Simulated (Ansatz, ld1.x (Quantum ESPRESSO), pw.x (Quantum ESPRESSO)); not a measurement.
**pw.x on fcc Os: one setting changed**

Potential: norm-conserving Troullier–Martins (Kleinman–Bylander form), ld1.x (Quantum ESPRESSO) 7.5, PBE; core [Xe] 4f14, reference 5d6 6s1.75 6p0.25; waves: 6s (bound): rc 3.20 bohr; 6p (bound): rc 3.14 bohr; 5d (bound): rc 1.98 bohr; local part: all-electron potential smoothed inside 2.94 bohr (lloc = -1); core correction: a·sin(br)/r model core inside 1.25 bohr.

The reference run (k-mesh 15³, cutoffs 50/200 Ry, Fermi–Dirac 0.01 Ry, mixing_beta 0.4, conv_thr 1e-9, no spin) gives 5.58 GPa at 14.323 Å³/atom, where all-electron LAPW gives 0.41 GPa. This run, with its own iteration cap, changes ecutrho/ecutwfc to 6.

```
&control
  calculation='scf', prefix='x', pseudo_dir='./', outdir='./tmp', tstress=.true., disk_io='none'
/
&system
  ibrav=0, nat=1, ntyp=1, ecutwfc=50, ecutrho=300, nbnd=11,
  occupations='smearing', smearing='fd', degauss=0.01
/
&electrons
  conv_thr=1e-09, mixing_beta=0.4, electron_maxstep=60
/
ATOMIC_SPECIES
Os 1.0 Os.UPF
CELL_PARAMETERS angstrom
  0.00000000 1.92753083 1.92753083
  1.92753083 0.00000000 1.92753083
  1.92753083 1.92753083 0.00000000
ATOMIC_POSITIONS crystal
Os 0.0000 0.0000 0.0000
K_POINTS automatic
15 15 15 0 0 0
```

```bash
pw.x < Os.scf.in > Os.scf.out
```

Question: How does the run end?

Answer: It converges in 6 iterations; the free energy moves by -2.0 meV/atom and the pressure by +0.16 GPa.

```
Message from routine setup:
     using ibrav=0 with symmetry is DISCOURAGED, use correct ibrav instead
     lattice parameter (alat)  =       5.1513  a.u.
     unit-cell volume          =      96.6564 (a.u.)^3
     number of electrons       =         8.00
     number of Kohn-Sham states=           11
     kinetic-energy cutoff     =      50.0000  Ry
     charge density cutoff     =     300.0000  Ry
     scf convergence threshold =      1.0E-09
     Exchange-correlation= PBE
     number of k points=   120  Fermi-Dirac smearing, width (Ry)=  0.0100
     iteration #  1     ecut=    50.00 Ry     beta= 0.40
     total energy              =     -47.94073491 Ry
     estimated scf accuracy    <       0.04730308 Ry
     iteration #  2     ecut=    50.00 Ry     beta= 0.40
     total energy              =     -47.94285061 Ry
     estimated scf accuracy    <       0.00418922 Ry
     iteration #  3     ecut=    50.00 Ry     beta= 0.40
     total energy              =     -47.94363604 Ry
     estimated scf accuracy    <       0.00006007 Ry
     iteration #  4     ecut=    50.00 Ry     beta= 0.40
     total energy              =     -47.94363845 Ry
     estimated scf accuracy    <       0.00000158 Ry
     iteration #  5     ecut=    50.00 Ry     beta= 0.40
     total energy              =     -47.94363871 Ry
     estimated scf accuracy    <       0.00000007 Ry
     iteration #  6     ecut=    50.00 Ry     beta= 0.40
     the Fermi energy is    18.5740 ev
!    total energy              =     -47.94363872 Ry
     estimated scf accuracy    <          5.9E-10 Ry
     smearing contrib. (-TS)   =      -0.00327956 Ry
     The total energy is F=E-TS. E is the sum of the following terms:
     one-electron contribution =      17.05543063 Ry
     hartree contribution      =       0.99421559 Ry
     xc contribution           =     -25.71124896 Ry
     ewald contribution        =     -40.27875642 Ry
     convergence has been achieved in   6 iterations
          total   stress  (Ry/bohr**3)                   (kbar)     P=       57.38
     Message from routine punch:
     Nothing written, as per user request (disk_io='none')
```

The run took about 6.1 s on one core of a shared host (Neoverse-V2, 96 threads, 742 GiB, load 38).
